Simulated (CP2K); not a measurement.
**RbCl under changes of volume**

One of the cells (35.094 Å³/atom); the others are scaled copies at fixed shape and fractional positions:

```
CELL_PARAMETERS angstrom
4.63014 0.00000 0.00000
2.31507 4.00981 0.00000
2.31507 1.33660 3.78049
ATOMIC_POSITIONS crystal
Rb 0.00000 0.00000 0.00000
Cl 0.50000 0.50000 0.50000
```

| Item | Value |
| --- | --- |
| Program | CP2K 2026.2 |
| Functional | PBEsol |
| Potentials or basis | POTENTIAL_UZH Rb GTH-PBE-q9, Cl GTH-PBE-q7; TZVP-MOLOPT-PBE-GTH basis |
| Density cutoff | 6123 eV |
| k mesh | 7 × 7 × 7 |
| Occupations | fermi-dirac, width 0.05 eV |
| Spin | no spin polarisation |

```tsv
volume (Å³/atom)	energy over the lowest point (meV/atom)	pressure (GPa)	gap on the mesh (eV)
32.989	11.81	1.5	5.04
33.690	6.11	1.1	4.97
34.392	2.39	0.6	4.91
35.094	0.42	0.3	4.84
35.796	0.00	-0.1	4.79
36.498	?	?	?
37.200	3.14	-0.6	4.68
```

What does the run at 36.498 Å³/atom give?

Energy over the lowest point 0.96 meV/atom; pressure -0.4 GPa; gap on the mesh 4.73 eV.

Worked out: A Birch-Murnaghan fit of order 3 (a polynomial in V^(-2/3)) to the other rows has its minimum at 35.65 Å³/atom with B0 = V·E''(V) = 16.3 GPa and B' = 5.2. It gives 0.96 meV/atom at 36.498 Å³/atom, against the run's 0.96, and -dE/dV = -0.4 GPa, against -0.4. A straight line through the other rows of the gap, of slope -2.99 eV per unit of ln V (its deformation potential), gives 4.73 eV, against the run's 4.73.

Energies are extrapolated to zero smearing.

Caveats: the potentials were made for another functional, which shifts forces and pressure; the basis of atomic orbitals isn't converged, which shifts pressures, moduli and gaps; an odd mesh through Γ misses points on the zone boundary, where band edges often lie (some runs). Spin-orbit coupling on Rb is left out.
